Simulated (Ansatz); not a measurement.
One change: `[GeH3][c]1ccccc1` becomes `C#Cc1ccccc1`.

Ansatz, PBE0-D4/def2-TZVP geometries, multiplicity 1. 

Scalar relativity is left out up to krypton.

```
                                      property  `[GeH3][c]1ccccc1`
           LUMO energy (B3LYP/def2-TZVPP) / eV               -0.74
size of the dipole moment (PBE/def2-TZVPP) / D                0.82
         HOMO–LUMO gap (B3LYP/def2-TZVPP) / eV                6.40
           HOMO–LUMO gap (PBE/def2-TZVPP) / eV                4.94
            LUMO energy (PBE0/def2-TZVPP) / eV               -0.56
         LUMO energy (ωB97M-V/def2-TZVPP) / eV                1.42
```

Question: Give the same properties after the change, and the shifts. (Estimate.)

Answer: Ansatz gave: 
| property | `C#Cc1ccccc1` | shift |
| --- | --- | --- |
| LUMO energy (B3LYP/def2-TZVPP) / eV | -1.20 | -0.46 |
| size of the dipole moment (PBE/def2-TZVPP) / D | 0.71 | -0.11 |
| HOMO–LUMO gap (B3LYP/def2-TZVPP) / eV | 5.47 | -0.93 |
| HOMO–LUMO gap (PBE/def2-TZVPP) / eV | 4.05 | -0.89 |
| LUMO energy (PBE0/def2-TZVPP) / eV | -1.04 | -0.48 |
| LUMO energy (ωB97M-V/def2-TZVPP) / eV | 0.93 | -0.49 |

With PBE0 the HOMO rises by 0.47 eV and the LUMO falls by 0.48 eV, so the gap narrows by about 0.95 eV. PBE moves the HOMO by 0.46 eV and ωB97M-V by 0.53 eV. Dipoles are sizes alone; their direction can turn.

B3LYP here is the variant with VWN-RPA as its local correlation; programs differ in this.

Positive LUMOs are unbound, so they and the gaps depend on the basis.
